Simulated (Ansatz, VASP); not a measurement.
## SnH in two plane-wave programs

Aim: how closely do two programs agree when they are given the same cell, functional and k mesh? The structure shown is the start of the Ansatz relaxation below; VASP solves that cell, so the two are compared at the walk's first step.

Main program and level: Ansatz 0.2.0; plane waves, with VASP 6.6.1 beside it; single point at PBEsol.

### 1. Starting point

The cell holds 4 atoms: 2 Sn and 2 H. Cell: a = 4.540 Å, b = 4.540 Å, c = 35.800 Å, α = 90.0°, β = 90.0°, γ = 120.0°. Vacuum lies along c.

### 2. Ansatz: relaxation, PBEsol

Ansatz runs on its PAW soft_1 files.

The two programs are compared at the cell with which this relaxation starts, whose forces are those of its first step.

input.yaml

```yaml
crystal:
  lattice:
    - [4.53974, 0.0, 0.0]
    - [-2.26987, 3.9315301666, 0.0]
    - [0.0, 0.0, 35.8]
  atoms:
    - { symbol: Sn, position: [0.3333333333, 0.6666666667, 0.5129422719] }
    - { symbol: Sn, position: [0.6666666667, 0.3333333333, 0.4870577281] }
    - { symbol: H, position: [0.3333333333, 0.6666666667, 0.5598249535] }
    - { symbol: H, position: [0.6666666667, 0.3333333333, 0.4401750465] }
  periodic: [true, true, false]
kpoints:
  mp_grid: { grid: [6, 6, 1] }
hamiltonian:
  xc: pbesol
  pseudopotentials: { kind: paw, azcp: { folder: soft_1 }, xc_functional: pbe }
scf:
  occupations: { method: fermi_dirac, width: 0.02 }
relax:
  f_tol: 0.01
  max_steps: 100
  cell: {}
```

Started as:

```
> ansatz run input.yaml --threads 8 --pin off --max-ram 17510MiB --backend cpu --events-out ev --progress --plain --runs-dir out
```

Numbers of over 12 decimals in the logs are rounded to 6 here.

What it wrote:

```text
Engine: ansatz 0.2.0, aarch64-unknown-linux-gnu
Pseudopotentials: kind: paw
Pseudopotential: Sn, paw, valence charge 14, recommended cutoff 420 eV (normal), soft_1/Sn.paw.azcp
Pseudopotential: H, paw, valence charge 1, recommended cutoff 420 eV (normal), soft_1/H.paw.azcp
Functional definition: PBEsol
  exchange = pbesol_x
  correlation = pbesol_c
Crystal: 4 atoms, lattice volume = 638.963 Å³
Basis set: ecut = 420 eV, 12497 PW (Γ), exchange–correlation on 64×64×480 points (8 copies of the dense FFT grid, shifted against one another)
Bands: 19, of which v1, the nominal top of the filled ones, is band 15 counted from 1 (14 counted from 0)
Symmetry: 12 space group operations
Space group: P-3m1 (ITA 164), of the structure as read, at distance tolerance 8.6e-5 Å
k-points: 7 of 36
Non-local potential: Sn, projectors of the file, l = 0: 2, l = 1: 2, l = 2: 2, l = 3: 1
Non-local potential: H, projectors of the file, l = 0: 2, l = 1: 1
PAW form: soft (Blöchl's): semilocal exchange-correlation on the pseudo side does not see the compensation charge
PAW frozen core: Sn, regenerated for the run's functional, and the local potential with it (the file was generated under x = pbe(κ = 0.804, μ = 0.219515), c = pbe(β = 0.066725))
PAW one-centre angular grid: Sn, 590 points (default); XC on 64 Gauss nodes
PAW one-centre angular grid: H, 110 points (default); XC on 64 Gauss nodes
Initial density: superposition of atomic densities (neutral atoms: chi_scale 0, normalization atom)
Initial wavefunctions: pseudopotential atomic-orbital guess
Functional: x = pbesol(κ = 0.804, μ = 0.123457), c = pbesol(β = 0.046)
SCF iter   1: F=—  HF=-11930.517599 eV  |F-HF|=—  |Δ(HF+E_count)|=         —  Δρ=1.67e-2  dr2=1.73e0  ethr=3.10e-3  ⟨swp⟩=12.4  Hψ=980  notcnv=0
preconditioner: auto → Resta (q_TF=auto, 1.639 Å⁻¹)  ε∞=1.3  [insulator: Δε(μ)=0.941 eV  Ē_g=8.330 eV  σ=0.020 eV  W_gap=1.00  n_scr=48 (ndim 8)  ℏωp=4.6 eV  f_vac=0.807  D(μ)=0.00/eV (n_scr^D=0)  ε∞_Penn≈1.3  vacuum switching on, ρ_ref=5.0e-3 e/Å³]
SCF iter   2: F=—  HF=-11930.035064 eV  |F-HF|=—  |Δ(HF+E_count)|=   4.83e-1  Δρ=5.83e-3  dr2=2.45e-1  ethr=3.10e-3  ⟨swp⟩=3.0  Hψ=258  notcnv=0
SCF iter   3: F=—  HF=-11929.965886 eV  |F-HF|=—  |Δ(HF+E_count)|=   6.92e-2  Δρ=1.07e-3  dr2=7.91e-3  ethr=8.17e-4  ⟨swp⟩=3.4  Hψ=242  notcnv=0
SCF iter   4: F=—  HF=-11929.964788 eV  |F-HF|=—  |Δ(HF+E_count)|=   1.10e-3  Δρ=2.99e-4  dr2=3.61e-4  ethr=2.64e-5  ⟨swp⟩=3.9  Hψ=324  notcnv=0
SCF iter   5: F=—  HF=-11929.965139 eV  |F-HF|=—  |Δ(HF+E_count)|=   3.51e-4  Δρ=6.75e-5  dr2=2.56e-5  ethr=1.20e-6  ⟨swp⟩=3.1  Hψ=285  notcnv=0
SCF iter   6: F=—  HF=-11929.965160 eV  |F-HF|=—  |Δ(HF+E_count)|=   2.07e-5  Δρ=1.36e-5  dr2=8.70e-7  ethr=8.52e-8  ⟨swp⟩=2.9  Hψ=256  notcnv=0
SCF iter   7: F=-11929.965161 eV  HF=-11929.965161 eV  |F-HF|=7.45e-8  |Δ(HF+E_count)|=   8.16e-7  Δρ=2.89e-6  dr2=4.27e-8  ethr=3.33e-10  ⟨swp⟩=8.0  Hψ=675  notcnv=0
SCF 1 converged in 7 iterations: F = -11929.965161 eV  dr2 = 4.27e-8
  greatest PAW one-centre occupation: 0.991 electrons in one spin orbital (limit 2), on the Sn atom at site 1 (counted from 0), in its partial waves of l = 2
relax step   1: F+E_penalty+E_count = -11929.96516080 eV  Δ(F+E_penalty+E_count) = +0.000e0 eV  max|allowed force component| = 8.102e-1 eV/Å  Δτ_max = 0.0000 Å  P = +0.598 N/m  Ω = 638.963 Å³  fix = [c, alpha, beta]  reactions: c +0.000 N/m  (7 SCF iters, dr2 threshold 1.00e-7 eV, accepted)
[...]
relax step   3: F+E_penalty+E_count = -11930.01248871 eV  Δ(F+E_penalty+E_count) = -4.733e-2 eV  max|allowed force component| = 1.217e-1 eV/Å  Δτ_max = 0.0471 Å  P = +0.463 N/m  Ω = 653.691 Å³  energy of the carried Pulay correction = -4.470e-4 eV  fix = [c, alpha, beta]  reactions: c +0.000 N/m  (9 SCF iters, accepted)
[...]
relax step   4: F+E_penalty+E_count = -11930.01560310 eV  Δ(F+E_penalty+E_count) = -3.114e-3 eV  max|allowed force component| = 6.664e-2 eV/Å  Δτ_max = 0.0021 Å  P = +0.247 N/m  Ω = 658.920 Å³  energy of the carried Pulay correction = -6.033e-4 eV  fix = [c, alpha, beta]  reactions: c +0.000 N/m  (3 SCF iters, dr2 threshold 4.00e-7 eV, accepted)
[...]
relax step   5: F+E_penalty+E_count = -11930.01683074 eV  Δ(F+E_penalty+E_count) = -1.228e-3 eV  max|allowed force component| = 2.629e-3 eV/Å  Δτ_max = 0.0045 Å  P = +0.010 N/m  Ω = 665.231 Å³  energy of the carried Pulay correction = -7.902e-4 eV  fix = [c, alpha, beta]  reactions: c +0.000 N/m  (4 SCF iters, dr2 threshold 2.78e-7 eV, accepted)
[...]
relax step   6: F+E_penalty+E_count = -11930.01771987 eV  Δ(F+E_penalty+E_count) = -8.891e-4 eV  max|allowed force component| = 2.835e-3 eV/Å  Δτ_max = 0.0000 Å  P = +0.015 N/m  Ω = 665.231 Å³  fix = [c, alpha, beta]  reactions: c +0.000 N/m  stress off target by 1.49e-2 N/m on what of the cell is left free  SCF on the basis re-selected at this cell (its energy is not comparable with the rows above)  (6 SCF iters)
basis re-selected at this cell: Δ(F+E_penalty+E_count) = -8.891e-4 eV, ΔP = +0.004 N/m vs the last step (what re-selecting the basis moved, of the pressure what is left beyond the Pulay correction that the steps carried, after the strain that the cell walked since its last selection, with what the two solves' SCF thresholds leave and, on support functions, any second-order correction that the steps lacked; it is no m [...]
SCF converged after 6 iterations
Free energy (F): -11930.017720 eV
Harris-Foulkes:  -11930.017720 eV  (|F-HF|=3.58e-8)
Internal energy: -11930.017720 eV  (E = F + TS)
E sigma→0 (E₀):  -11930.017720 eV
Entropy (-TS):   -0.000000 eV (-0.000 meV/atom)
Fermi energy:    -4.621923 eV
--- Per-component energies (eV) ---
  E_band       = -605.883349
  E_kinetic    = 362.226349
  E_local      = -37637.810553  (includes V_loc(G=0)·N_el)
  E_nonlocal   = 295.060575
  E_hartree    = 18603.703867
  E_xc         = -264.968900
  E_vxc        = -181.126431  (∫ρ·V_xc dr)
  E_paw        = -8594.748774  (= ΣΔE_a)
  E_vpaw       = -651.640000  (= ΣTr[D̂ρ^β])
  E_aug_tail   = -0.001151  (compensation charges beyond the density's cutoff)
  E_ewald      = 15305.951188
  E_core_change = 0.569679  (= ΣΔE_core)
  E_smearing   = -0.000000  (= −TS)
  E_closure    = 0.000000  (closes the sum)
  Σ components = -11930.017720   (vs F -11930.017720, Δ=0.00e0)
--- Forces (eV/Å), atoms counted from 1 ---
  atom   1  Sn     0.00000000     0.00000000     0.00283486
  atom   2  Sn    -0.00000000     0.00000000    -0.00283486
  atom   3  H      0.00000000    -0.00000000     0.00016880
  atom   4  H     -0.00000000     0.00000000    -0.00016880
  max |Σ_I F_I| component: 3.70e-17 eV/Å
--- 2D stress c σ (N/m, compression-positive) ---
        0.014886       0.000000      -0.000000
       -0.000000       0.014886      -0.000000
       -0.000000      -0.000000       0.000000
  P = ½ c Tr σ = 0.0149 N/m
--- Relaxed structure (5 steps of the walk, 4 accepted, 1 SCFs on fresh bases) ---
  F+E_penalty+E_count = -11930.01771987 eV   max|allowed force component| = 2.835e-3 eV/Å   (the final SCF, on the basis selected at the relaxed cell)
  cell:  # Å, volume = 665.2310 Å³
    - [4.632116, 0.0, 0]
    - [-2.316058, 4.011530, 0]
    - [0, 0, 35.8]
  atoms:
    - { symbol: Sn, position: [0.333333, 0.666667, 0.511547] }
    - { symbol: Sn, position: [0.666667, 0.333333, 0.488453] }
    - { symbol: H, position: [0.333333, 0.666667, 0.559811] }
    - { symbol: H, position: [0.666667, 0.333333, 0.440189] }
```

### 3. VASP: single point, PBEsol, start cell

The same cell, functional, mesh and smearing now go to VASP, with its own data sets.

Lines of VASP's logs that name or quote its potential files are left out, and so is its time.

INCAR

```
SYSTEM = SnH
PREC = Accurate
ENCUT = 400
EDIFF = 1E-06
NELM = 120
ISMEAR = -1
SIGMA = 0.02
LREAL = .FALSE.
ALGO = Normal
GGA = PS
NBANDS = 21
LORBIT = 11
LWAVE = .FALSE.
LCHARG = .FALSE.
ISIF = 2
LDIPOL = .TRUE.
IDIPOL = 3
DIPOL = 0.5 0.5 0.5
LVHAR = .TRUE.
LASPH = .TRUE.
GGA_COMPAT = .FALSE.
EFERMI = MIDGAP
NELMDL = -8
```

POSCAR

```
SnH
1.0
    4.5397400000      0.0000000000      0.0000000000
   -2.2698700000      3.9315300000      0.0000000000
    0.0000000000      0.0000000000     35.8000000000
Sn H
2 2
Direct
    0.3333333333      0.6666666667      0.5129422626
    0.6666666667      0.3333333333      0.4870577374
    0.3333333333      0.6666666667      0.5598249441
    0.6666666667      0.3333333333      0.4401750559
```

KPOINTS

```
Automatic mesh
0
Gamma
6 6 1
0 0 0
```

Potentials, in the order of the species: Sn_d and H (PBE family, release 64).

Started as:

```
> mpirun -np 1 vasp_std
```

What it wrote:

```text
[banner, memory and clock lines left out]
running    1 mpi-ranks, on    1 nodes
 distrk:  each k-point on    1 cores,    1 groups
 distr:  one band on    1 cores,    1 groups

 POSCAR found type information on POSCAR SnH
 POSCAR found :  2 types and       4 ions
|                                                                             |
|               ----> ADVICE to this user running VASP <----                  |
|                                                                             |
|     You enforced a specific xc type in the INCAR file but a different       |
|     [... a line on the potential file left out ...]
|     I HOPE YOU KNOW WHAT YOU ARE DOING!                                     |
|                                                                             |

 LDA part: xc-table for (Slater+PW92), standard interpolation
 POSCAR, INCAR and KPOINTS ok, starting setup
 FFT: planning ... GRIDC
 FFT: planning ... GRID_SOFT
 FFT: planning ... GRID
 WAVECAR not read
 entering main loop
       N       E                     dE             d eps       ncg     rms          rms(c)
DAV:   1     0.138177205792E+03    0.13818E+03   -0.11782E+04   438   0.823E+02
DAV:   2    -0.376268447170E+01   -0.14194E+03   -0.14078E+03   374   0.239E+02
DAV:   3    -0.143447743755E+02   -0.10582E+02   -0.10553E+02   352   0.827E+01
DAV:   4    -0.146815312477E+02   -0.33676E+00   -0.33656E+00   352   0.177E+01
DAV:   5    -0.147001335200E+02   -0.18602E-01   -0.18602E-01   406   0.351E+00
DAV:   6    -0.147008462068E+02   -0.71269E-03   -0.71269E-03   438   0.644E-01
DAV:   7    -0.147008587189E+02   -0.12512E-04   -0.12512E-04   448   0.647E-02
DAV:   8    -0.147008593606E+02   -0.64169E-06   -0.64182E-06   323   0.124E-02    0.546E+00
DAV:   9    -0.142487785348E+02    0.45208E+00   -0.25838E-01   390   0.480E+00    0.300E+00
DAV:  10    -0.140843087335E+02    0.16447E+00   -0.54182E-01   374   0.477E+00    0.523E-01
DAV:  11    -0.140792281600E+02    0.50806E-02   -0.74393E-02   368   0.260E+00    0.185E-01
DAV:  12    -0.140794327210E+02   -0.20456E-03   -0.92828E-03   392   0.523E-01    0.121E-01
DAV:  13    -0.140792556115E+02    0.17711E-03   -0.10827E-03   400   0.202E-01    0.729E-02
DAV:  14    -0.140789341793E+02    0.32143E-03   -0.11087E-03   339   0.223E-01    0.295E-02
[...]
DAV:  19    -0.140798986404E+02   -0.11294E-03   -0.38808E-06   320   0.108E-02    0.206E-03
DAV:  20    -0.140799914086E+02   -0.92768E-04   -0.34365E-06   271   0.977E-03    0.222E-03
DAV:  21    -0.140800329803E+02   -0.41572E-04   -0.12496E-06   299   0.714E-03    0.102E-03
DAV:  22    -0.140800582038E+02   -0.25223E-04   -0.91411E-07   263   0.352E-03    0.572E-04
DAV:  23    -0.140800643188E+02   -0.61150E-05   -0.12987E-07   315   0.215E-03    0.488E-04
DAV:  24    -0.140800669290E+02   -0.26102E-05   -0.42115E-08   283   0.116E-03    0.918E-05
DAV:  25    -0.140800679513E+02   -0.10222E-05   -0.16299E-08   282   0.656E-04    0.588E-05
DAV:  26    -0.140800682625E+02   -0.31122E-06   -0.23029E-09   245   0.328E-04
   1 F= -.14080068E+02 E0= -.14080068E+02  d E =-.184660E-10
```

From OUTCAR (step 3):

```text
ion  position               nearest neighbor table
   1  0.333  0.667  0.513-   3 1.68   2 2.78   2 2.78   2 2.78
   2  0.667  0.333  0.487-   4 1.68   1 2.78   1 2.78   1 2.78
   3  0.333  0.667  0.560-   1 1.68
   4  0.667  0.333  0.440-   2 1.68

  LATTYP: Found a hexagonal cell.
 ALAT       =     4.5397400000
 C/A-ratio  =     7.8859141713

 Subroutine GETGRP returns: Found 12 space group operations
 (whereof 12 operations were pure point group operations)

The static configuration has the point symmetry D_3d.

 Found      7 irreducible k-points:

   k-points           NKPTS =      7   k-points in BZ     NKDIM =      7   number of bands    NBANDS=     21

   dimension x,y,z NGX =    30 NGY =   30 NGZ =  240
   dimension x,y,z NGXF=    60 NGYF=   60 NGZF=  480

   ENCUT  =  400.0 eV  29.40 Ry    5.42 a.u.   7.40  7.40 58.38*2*pi/ulx,y,z

   NELECT =      30.0000    total number of electrons

 k-points in reciprocal lattice and weights: Automatic mesh
   0.00000000  0.00000000  0.00000000       0.028
   0.16666667  0.00000000  0.00000000       0.167
   0.33333333  0.00000000  0.00000000       0.167
   0.50000000  0.00000000  0.00000000       0.083
   0.16666667  0.16666667  0.00000000       0.167
   0.33333333  0.16666667  0.00000000       0.333
   0.33333333  0.33333333  0.00000000       0.056

 dipolmoment           0.000000      0.000000     -0.000000 electrons x Angstroem

 average (electrostatic) potential at core
       1-109.8353       2-109.8353       3 -39.6462       4 -39.6462

 E-fermi :  -3.0526

 k-point     1 :       0.0000    0.0000    0.0000
  band No.  band energies     occupation
    ...
     11     -13.2942      2.00000
     12      -9.3560      2.00000
     13      -6.1028      2.00000
     14      -3.4957      2.00000
     15      -3.4957      2.00000
     16      -2.6096      0.00000
     17      -0.1933      0.00000
     18      -0.0963      0.00000
     19      -0.0963      0.00000
     20       0.6255      0.00000
    ...

 k-point     2 :       0.1667    0.0000    0.0000
  band No.  band energies     occupation
    ...
     11     -13.0565      2.00000
     12      -9.4050      2.00000
     13      -6.1432      2.00000
     14      -5.2535      2.00000
     15      -3.9600      2.00000
     16      -1.4859      0.00000
     17      -0.1301      0.00000
     18       0.0996      0.00000
     19       0.6629      0.00000
     20       1.0108      0.00000
    ...

 k-point     3 :       0.3333    0.0000    0.0000
  band No.  band energies     occupation
    ...
     11     -12.3918      2.00000
     12      -9.8263      2.00000
     13      -6.6303      2.00000
     14      -6.2268      2.00000
     15      -4.6011      2.00000
     16      -1.7928      0.00000
     17      -0.1100      0.00000
     18       0.4591      0.00000
     19       1.5645      0.00000
     20       1.6599      0.00000
    ...

  Total        0.5345447      0.5345447      1.6811479     -0.0000000      0.0000000      0.0000000
  in kB        1.3403525      1.3403524      4.2154206     -0.0000000      0.0000000      0.0000000
  external PRESSURE =       2.2987085 kB  Pullay stress =       0.0000000 kB

  energy-cutoff  :      400.00
  volume of cell :      638.96
      direct lattice vectors                 reciprocal lattice vectors
     4.539740000  0.000000000  0.000000000     0.220276932  0.127176951  0.000000000
    -2.269870000  3.931530000  0.000000000     0.000000000  0.254353903  0.000000000
     0.000000000  0.000000000 35.800000000     0.000000000  0.000000000  0.027932961

 POSITION                                       TOTAL-FORCE (eV/Angst)
 -----------------------------------------------------------------------------------
     -0.00000      2.62102     18.36333         0.000000     -0.000000     -0.794400
      2.26987      1.31051     17.43667         0.000000      0.000000      0.794400
     -0.00000      2.62102     20.04173        -0.000000     -0.000000      0.592152
      2.26987      1.31051     15.75827        -0.000000      0.000000     -0.592152
 -----------------------------------------------------------------------------------
    total drift:                                0.000000      0.000000      0.000000

  FREE ENERGIE OF THE ION-ELECTRON SYSTEM (eV)
  ---------------------------------------------------
  free  energy   TOTEN  =       -14.0800682625 eV

  energy  without entropy=      -14.0800682625  energy(sigma->0) =      -14.08006826

 vacuum level on the upper side and lower side of the slab         1.092         1.092

 total charge
# of ion       s       p       d       tot
------------------------------------------
    1        1.116   1.360   9.989  12.466
    2        1.116   1.360   9.989  12.466
    3        0.519   0.010   0.000   0.529
    4        0.519   0.010   0.000   0.529
--------------------------------------------------
tot          3.270   2.741  19.978  25.990

[... 3 further parts left out ...]
```

### 4. Comparison

Known differences besides the potentials themselves: Ansatz cuts the interaction across the vacuum, VASP repeats the sheet with a dipole correction; the cutoff is 420 eV in Ansatz and 400 eV in VASP; Ansatz makes its cores anew for this functional, VASP keeps those of its PBE data sets. Total energies have different zeros and are not compared.

Forces (eV/Å; atoms numbered as in POSCAR):

```csv
atom,"Ansatz x, y, z","VASP x, y, z"
Sn1,"0.000, 0.000, -0.810","0.000, 0.000, -0.794"
Sn2,"0.000, 0.000, 0.810","0.000, 0.000, 0.794"
H3,"0.000, 0.000, 0.609","0.000, 0.000, 0.592"
H4,"0.000, 0.000, -0.609","0.000, 0.000, -0.592"
```

The forces differ by 9.4 meV/Å r.m.s., which is 2.3 % of the r.m.s. force of 0.405 eV/Å (both taken over all components). With vacuum in the cell, a pressure given here is an average over mostly empty space and none of the material.

### 5. What came out

* r.m.s. force difference (single point, PBEsol, start cell): 2.3 % of the r.m.s. force

**Reading.** The r.m.s. force difference is 2.3 % of the r.m.s. force (single point, PBEsol, start cell), within the 3 % picked in this series as the mark of a large difference. 1 further run of this series is not shown here. Such differences can come from data sets, numerical settings and the points named under the comparisons, not from the functional's error against experiment.

[Lines on the potential files, build, host, timing and source positions are cut from VASP's logs without a mark.]

[Logs are printed without paths, hosts, clocks, repeated set-up lines and the standing remarks that a program may print on its own settings, such as how far it seeks lower states.]

[Hosts, paths, dates, database ids (printed as entryN), source tags and the programs' standing remarks are cut or masked in the printed files.]
